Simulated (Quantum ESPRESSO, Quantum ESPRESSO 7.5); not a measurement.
# Formation enthalpy of α-quartz from LDA and gradient-corrected functionals, with O₂ as the reference

## What was measured

The reference is the standard enthalpy of formation of α-quartz at 298.15 K, −910.7 ± 1 kJ/mol, or −3.146 eV per atom, taken from a printed reference work on standard thermochemical values of elements and compounds. It is a compiled value, presumably resting on calorimetric work, and not one experiment that I could examine by itself. I take the reaction to be crystalline silicon plus oxygen gas giving quartz, all in their standard states, and the number to be the CODATA key value. The uncertainty amounts to a few thousandths of an eV per atom, far below the error of a semilocal functional, so the reference will not limit the comparison. What was measured is an enthalpy at room temperature, whereas a total-energy difference refers to nuclei at rest.

| compared with | measured | source's wording or label | T (K) | method |
| --- | --- | --- | --- | --- |
| ΔH per atom (eV/atom) | −3.146 | -910.7 ± 1 kJ/mol | 298.15 | compiled thermochemical data |

Conditions are those given with the value in the passage it was taken from; "not stated" means there, and the paper may say more elsewhere. The values are a selection: others may have been left out beforehand as unlike or outlying.

## Approach

I want the formation enthalpy of α-quartz to within 0.03 to 0.1 eV per atom. An error of 0.1 is the outer limit of success; 0.03 would be as good as a static calculation deserves. Zero-point motion is stiffer in quartz than in the elements, and with the heat contents included I estimate that the static value should lie roughly 0.03 eV per atom below the measured one.

The model is the nine-atom cell, with silicon and an O₂ molecule in a box as the references. The molecule is the weak point: semilocal functionals overbind it, which makes the oxide too little exothermic. I start with PBE, which overbinds O₂ less than LDA or PBEsol does. Coarse meshes and low cutoffs I skip, since they save time without touching that error. A PBEsol pair at two cutoffs will then test the basis at its own level and show how far the result depends on the gradient correction.

System: SiO2 (silicon dioxide), alpha-quartz; P3_121 (No. 152), 9 atoms in the primitive cell; the database structure is a diffraction structure: a = 4.916 Å, c = 5.409 Å; structure from the Crystallography Open Database.

## 1. PBE with matching potentials

PBE is the sensible first level for an oxide formed from O₂ gas, and its potentials were made for it. I still expect too small a magnitude, by a few tenths of an eV per atom, because two thirds of the atoms come from the overbound molecule.

**Run 1.** Quantum ESPRESSO 7.5: PBE, GBRV ultrasoft potentials, O2 as a molecule in a box of 8 to 9 A, compound and elements relaxed, cutoff 45 Ry (density 360 Ry), 6x6x4 k mesh, Gaussian smearing 0.02 eV.

Key lines of the input:
```
! potential files: GBRV ultrasoft potentials, made for PBE
&control
  calculation = 'vc-relax'
  forc_conv_thr = 2.0d-4
  etot_conv_thr = 1.0d-5
  nstep = 60
/
&system
  nat = 9
  ntyp = 2
  ecutwfc = 45
  ecutrho = 360
  nbnd = 30
  occupations = 'smearing'
  smearing = 'gaussian'
  degauss = 0.00147
/
&electrons
  conv_thr = 1.0d-8
  electron_maxstep = 100
  mixing_beta = 0.4
/
&ions
/
&cell
  press_conv_thr = 0.5
/
ATOMIC_SPECIES
  Si 28.085 Si.upf
  O 15.999 O.upf
[... cell and positions ...]
K_POINTS automatic
  6 6 4 0 0 0
```

Command:
```
OMP_NUM_THREADS=1 mpirun -n 4 pw.x -nk 4 -in relax.in > relax.out
```

Selected lines of the output:
```
[SiO2, 9 atoms, space group P3_121, 6x6x4 mesh] !    total energy              =    -223.55905892 Ry
[Si, 2 atoms, space group Fd-3m, 8x8x8 mesh] !    total energy              =     -19.19320391 Ry
[O, 2 atoms, space group none (molecule), 1x1x1 mesh, spin-polarised] !    total energy              =     -64.30760719 …
```

Converged; 2.3 min on 4 cores of AMD EPYC 9R45 96, shared host.

| quantity | run 1 | measured | deviation |
| --- | --- | --- | --- |
| ΔH per atom (eV/atom) | −2.791 | −3.146 | +0.355 (+11.3 %) |
| ΔH per mole of formula units (kJ/mol) | −808.0 |  |  |
| conventional cell volume (Å³) | 120.32 |  |  |

PBE gives −2.791 eV per atom, too weakly exothermic by 0.355. That is a clear miss, more than three times the outer limit of 0.1. The sign is the one I expected from overbound O₂. The size also fits: one formula unit takes up one molecule, so the miss comes to about 1.1 eV per O₂, and PBE overbinds that molecule by roughly 1 eV. This is an argument from theory; a separation of the molecule's error from that of the solids is not shown in this report.

The relaxed cell, at 120.32 Å³, is about 6 % larger than the diffraction cell I started from. PBE is known to make quartz too open, so the solid is not described perfectly either.

## 2. PBEsol at two cutoffs

I now run PBEsol at the same cutoff as PBE and again at a higher one. The first run shows what a functional tuned for solids does to the enthalpy. I expect a better cell but no cure, because PBEsol overbinds O₂ more than PBE does. The second tests the plane-wave basis for PBEsol, where I expect a change far smaller than the PBE miss.

**Run 2.** Quantum ESPRESSO 7.5: PBEsol, GBRV ultrasoft potentials, O2 as a molecule in a box of 8 to 9 A, compound and elements relaxed, cutoff 45 Ry (density 360 Ry), 6x6x4 k mesh, Gaussian smearing 0.02 eV.

Key lines of the input, as changed from run 1:
```diff
- ! potential files: GBRV ultrasoft potentials, made for PBE
+ ! potential files: GBRV ultrasoft potentials, made for PBEsol
```

Selected lines of the output:
```
[SiO2, 9 atoms, space group P3_121, 6x6x4 mesh] !    total energy              =    -223.05369723 Ry
[Si, 2 atoms, space group Fd-3m, 8x8x8 mesh] !    total energy              =     -19.11969942 Ry
[O, 2 atoms, space group none (molecule), 1x1x1 mesh, spin-polarised] !    total energy              =     -64.15742099 …
```

Converged; 2.9 min on 4 cores of Intel Xeon Platinum 8259CL at 2.50GHz (Skylake/Cascade Lake), shared host.

**Run 3.** Quantum ESPRESSO 7.5: PBEsol, GBRV ultrasoft potentials, O2 as a molecule in a box of 8 to 9 A, compound and elements relaxed, cutoff 58 Ry (density 464 Ry), 6x6x4 k mesh, Gaussian smearing 0.02 eV.

Key lines of the input, as changed from run 2:
```diff
  &system
-   ecutwfc = 45
-   ecutrho = 360
+   ecutwfc = 58
+   ecutrho = 464
```

Selected lines of the output:
```
[SiO2, 9 atoms, space group P3_121, 6x6x4 mesh] !    total energy              =    -223.05760654 Ry
[Si, 2 atoms, space group Fd-3m, 8x8x8 mesh] !    total energy              =     -19.11972396 Ry
[O, 2 atoms, space group none (molecule), 1x1x1 mesh, spin-polarised] !    total energy              =     -64.15894495 …
```

Converged; 2.3 min on 4 cores of AMD EPYC 9R45 96, shared host.

| quantity | run 2 | run 3 | measured |
| --- | --- | --- | --- |
| ΔH per atom (eV/atom) | −2.875 | −2.874 | −3.146 |
| ΔH per mole of formula units (kJ/mol) | −832.2 | −831.9 |  |
| conventional cell volume (Å³) | 115.41 | 115.36 |  |

PBEsol moves the enthalpy to −2.875 eV per atom and still misses by 0.271. The basis is not the cause: at the higher cutoff the result is −2.874. The total energies of quartz and of three O₂ molecules fall by nearly the same few mRy, so the change cancels in the reaction.

PBEsol comes out 0.084 eV per atom more exothermic than PBE, although I expect it to overbind O₂ more. The gain in binding of quartz relative to silicon must then outweigh the extra error of the molecule. The cell is also better, about 2 % larger in volume than the diffraction cell.

## 3. Stronger binding in the solid

Two runs follow up the gain in the solid. LDA binds solids more strongly still, and I expect it to come closer to the measured enthalpy, by compensation, since its O₂ is the most overbound of all. PBEsol with D3(BJ) adds dispersion to PBEsol. Silicon gains from it as well as quartz, so I expect a shift of a few hundredths of an eV per atom at most, too little to close the gap.

**Run 4.** Quantum ESPRESSO 7.5: LDA, GBRV ultrasoft potentials, O2 as a molecule in a box of 8 to 9 A, compound and elements relaxed, cutoff 45 Ry (density 360 Ry), 6x6x4 k mesh, Gaussian smearing 0.02 eV.

Key lines of the input, as changed from run 1:
```diff
- ! potential files: GBRV ultrasoft potentials, made for PBE
+ ! potential files: GBRV ultrasoft potentials, made for LDA
```

Converged; 4.9 min on 4 cores of Intel Xeon Platinum 8259CL at 2.50GHz (Skylake/Cascade Lake), shared host. Warnings: WARNING: bfgs curvature condition failed, Theta= 0.939.

**Run 5.** Quantum ESPRESSO 7.5: PBEsol+D3(BJ), GBRV ultrasoft potentials, O2 as a molecule in a box of 8 to 9 A, compound and elements relaxed, cutoff 45 Ry (density 360 Ry), 6x6x4 k mesh, Gaussian smearing 0.02 eV.

Key lines of the input, as changed from run 2:
```diff
  &system
+   vdw_corr = 'dft-d3'
+   dftd3_version = 4
```

Selected lines of the output:
```
[SiO2, 9 atoms, space group P3_121, 6x6x4 mesh] !    total energy              =    -223.12370952 Ry
[Si, 2 atoms, space group Fd-3m, 8x8x8 mesh] !    total energy              =     -19.15796531 Ry
[O, 2 atoms, space group none (molecule), 1x1x1 mesh, spin-polarised] !    total energy              =     -64.15761501 …
```

Converged; 2.7 min on 4 cores of AMD EPYC 9R45 96, shared host.

| quantity | run 4 | run 5 | measured |
| --- | --- | --- | --- |
| ΔH per atom (eV/atom) | −3.154 | −2.893 | −3.146 |
| ΔH per mole of formula units (kJ/mol) | −913.0 | −837.5 |  |
| conventional cell volume (Å³) | 109.41 | 110.98 |  |

LDA gives −3.154 eV per atom, 0.008 from the measured value and well inside even the 0.03 limit. I read this as a cancellation of errors. LDA overbinds O₂ more than the gradient-corrected functionals do, which by itself would make quartz less exothermic, yet the result is 0.279 eV per atom more exothermic than PBEsol's. Overbinding of quartz relative to silicon must make up for the molecule. The cell, at 109.41 Å³, is about 3 % smaller in volume than the diffraction cell. The warning concerns the curvature condition in the BFGS update of the relaxation, which nevertheless converged.

D3(BJ) shifts PBEsol by only 0.018 eV per atom, to −2.893, and the miss remains 0.253. The total energies show why: dispersion lowers silicon nearly as much as quartz for the same number of silicon atoms, and hardly touches O₂. It does contract the cell markedly, to 110.98 Å³, so that PBEsol's volume goes from about 2 % too large to about 2 % too small.

## All runs against the measurement

| run | settings | ΔH per atom (eV/atom) | deviation | cost |
| --- | --- | --- | --- | --- |
| 1 | PBE, cutoff 45 Ry (density 360 Ry) | −2.791 | +0.355 (+11.3 %) | 9.2 core-min |
| 2 | PBEsol, cutoff 45 Ry (density 360 Ry) | −2.875 | +0.271 (+8.6 %) | 12 core-min |
| 3 | PBEsol, cutoff 58 Ry (density 464 Ry) | −2.874 | +0.272 (+8.6 %) | 9.1 core-min |
| 4 | LDA, cutoff 45 Ry (density 360 Ry) | −3.154 | −0.008 (−0.3 %) | 20 core-min |
| 5 | PBEsol+D3(BJ), cutoff 45 Ry (density 360 Ry) | −2.893 | +0.253 (+8.0 %) | 11 core-min |
|  | measured | −3.146 |  |  |

Further runs on the same system, made beside this series (convergence steps with loose settings among them):

| further | settings | ΔH per atom (eV/atom) | deviation | cost |
| --- | --- | --- | --- | --- |
| F1 | Wu-Cohen GGA, cutoff 45 Ry (density 360 Ry), 6x6x4 k mesh, PBE files | −2.841 | +0.305 (+9.7 %) | 5.7 core-min |
| F2 | BLYP, cutoff 45 Ry (density 360 Ry), 6x6x4 k mesh, PBE files | −2.850 | +0.296 (+9.4 %) | 12 core-min |
| F3 | PBEsol, cutoff 31 Ry (density 248 Ry), 6x6x4 k mesh | −2.873 | +0.273 (+8.7 %) | 13 core-min |
| F4 | PBEsol, cutoff 45 Ry (density 360 Ry), 3x3x2 k mesh | −2.907 | +0.239 (+7.6 %) | 7.7 core-min |
|  | measured | −3.146 |  |  |

## Conclusion

PBE, the level I committed to first, fails the target: it misses the measured enthalpy by 0.355 eV per atom, against an outer limit of 0.1. PBEsol misses by 0.271. LDA meets the target, 0.008 from the measured value at 20 core-minutes, but I ascribe that to cancellation and would not carry it over to another oxide.

All the gradient-corrected levels, including Wu-Cohen and BLYP with potentials made for PBE, leave quartz too weakly exothermic by 0.25 to 0.36 eV per atom. Overbound O₂ has the right sign and rough size to explain this, though its share is not shown separately in this report. In LDA the molecule's error should be larger still, with overbinding of the solid as the likely offset. Zero-point motion and heat contents, roughly 0.03 eV per atom, put the static reference lower. That widens the gradient-corrected misses and leaves LDA about 0.02 short, still within 0.1.

The PBEsol cutoff test mattered most, since it ruled out the basis as the cause of that miss. Dispersion was a detour for the enthalpy, worth only 0.018 eV per atom.

The coarser mesh shifts PBEsol by 0.032 eV per atom, more than I would expect from a wide-gap insulator. I suspect the silicon reference, if its mesh was coarsened too. This cannot account for the gradient-corrected misses, but a mesh or cutoff check for LDA is not shown in this report, so I claim its agreement only to 0.1, not to 0.03. The next step would be a meta-GGA, which should err less on O₂.

[Logs are printed without paths, hosts, clocks, repeated set-up lines and the standing remarks that a program may print on its own settings, such as how far it seeks lower states.]

[The runs shown are a pick from a larger set of finished runs; failed, doubtful and other runs were left out of it ahead of writing. So were measured values far from every level or from commonly accepted values, and agreement can look better than it is. Lines of input and output are excerpts and may be shortened.]
